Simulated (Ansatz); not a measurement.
A run of Ansatz 0.2.0:

The input input.yaml:

```yaml
crystal:
  lattice:
    - [3.81840854, 0.0, 0.0]
    - [0.0, 3.81840854, 0.0]
    - [0.0, 0.0, 3.81840854]
  atoms:
    - { symbol: Cs, position: [0.0, 0.0, 0.0] }
    - { symbol: H, position: [0.5, 0.5, 0.5] }
kpoints:
  mp_grid: { grid: [5, 5, 5] }
  band_path:
    path:
      - [0.0, 0.0, 0.0]
      - [0.0, 0.5, 0.0]
      - [0.5, 0.5, 0.0]
      - [0.0, 0.0, 0.0]
      - [0.5, 0.5, 0.5]
      - [0.0, 0.5, 0.0]
    npoints: 12
scf:
  occupations: { method: gaussian, width: 0.05 }
hamiltonian:
  xc: lda
  pseudopotentials: { kind: all_electron, lapw: { basis_error: 0.001 } }
magnetization:
  noncollinear: true
  spin_orbit: true
output:
  forces: true
  stress: true
  eigenvalues: true
```

Potentials or basis: all-electron LAPW, relativistic spinors.

Run with:

```bash
$ ansatz run input.yaml --threads 1 --pin off --max-ram 3072MiB --backend cpu --events-out ev --progress --plain --runs-dir out
```

Hardware: 1 thread of Arm Neoverse V2, with other jobs on the host.

Task: How long does it take, and how much memory?

Result: It took 24 s on 1 thread of Arm Neoverse V2, on a shared host, peak memory 0.31 GiB. Counts: scf iterations 8, plane waves 123, k points 10, bands 34.
